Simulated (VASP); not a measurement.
Set up this calculation in VASP 6.6.1, as the native input.

```
Task                    : density of states
Functional              : PBE
Potentials or basis     : VASP PAW PBE potentials, release 64 (Ti_sv, C)
Cutoff                  : 520 eV
k mesh                  : 16 × 16 × 16
Occupations             : gaussian, width 0.1 eV
Spin                    : no spin polarisation
k mesh for the DOS      : 24 × 24 × 24
Occupations for the DOS : tetrahedron
Further INCAR settings  : ALGO = Normal; EDIFF = 1e-07; AMIX = 0.2
```

Crystal: TiC.

```
Ti C
1.0
     0.00000    2.16711    2.16711
     2.16711    0.00000    2.16711
     2.16711    2.16711    0.00000
Ti C
1 1
Direct
  0.00000 0.00000 0.00000
  0.50000 0.50000 0.50000
```

The input as run:

POSCAR

```
TiC                                     
1.0
    0.0000000000      2.1671072933      2.1671072933
    2.1671072933      0.0000000000      2.1671072933
    2.1671072933      2.1671072933      0.0000000000
  Ti              C             
     1     1
Direct
     0.0000000000000000    0.0000000000000000    0.0000000000000000
     0.5000000000000000    0.5000000000000000    0.5000000000000000
```

INCAR.step1

```
ALGO     = Normal         # electronic algorithm
AMIX     = 0.2          
EDIFF    = 1E-7           # SCF threshold, eV
ENCUT    = 520            # plane-wave cutoff, eV
GGA      = PE             # functional
ISIF     = 2              # what is computed and relaxed
ISMEAR   = 0              # smearing method
LASPH    = T              # aspherical terms in the spheres
LCHARG   = T              # write CHGCAR
LMAXMIX  = 4              # l up to which the mixer works
LREAL    = F              # projectors in reciprocal space
LWAVE    = F              # write WAVECAR
NELM     = 80             # most SCF steps
PREC     = Accurate       # precision mode
SIGMA    = 0.1            # smearing width, eV
```

KPOINTS.step1

```
k-points
0
Gamma
  16 16 16
```

INCAR.step2

```
ALGO     = Normal         # electronic algorithm
AMIX     = 0.2          
EDIFF    = 1E-7           # SCF threshold, eV
ENCUT    = 520            # plane-wave cutoff, eV
GGA      = PE             # functional
ICHARG   = 11             # starting density
ISIF     = 2              # what is computed and relaxed
ISMEAR   = -5             # smearing method
LASPH    = T              # aspherical terms in the spheres
LCHARG   = F              # write CHGCAR
LMAXMIX  = 4              # l up to which the mixer works
LORBIT   = 10             # projections on sites
LREAL    = F              # projectors in reciprocal space
LWAVE    = F              # write WAVECAR
NEDOS    = 1001           # points of the DOS
NELM     = 80             # most SCF steps
PREC     = Accurate       # precision mode
SIGMA    = 0.1            # smearing width, eV
```

KPOINTS.step2

```
k-points
0
Gamma
  24 24 24
```

Potentials or basis: VASP PAW PBE potentials, release 64 (Ti_sv, C).

Command:

```bash
$ cat potpaw_PBE.64/Ti_sv/POTCAR potpaw_PBE.64/C/POTCAR > POTCAR
$ cp INCAR.step1 INCAR
$ cp KPOINTS.step1 KPOINTS
$ mpirun -np 1 vasp_std > vasp.out
$ cp INCAR.step2 INCAR
$ cp KPOINTS.step2 KPOINTS
$ mpirun -np 1 vasp_std > vasp.out
```

It gave:

```yaml
Valence_electrons_inside_the_program's_atomic_spheres: Ti 10.39; C 2.40
```

Wall time 110 s on 1 thread of AMD EPYC 7R13 Processor (Zen 3) (shared host), peak memory 0.2 GiB.
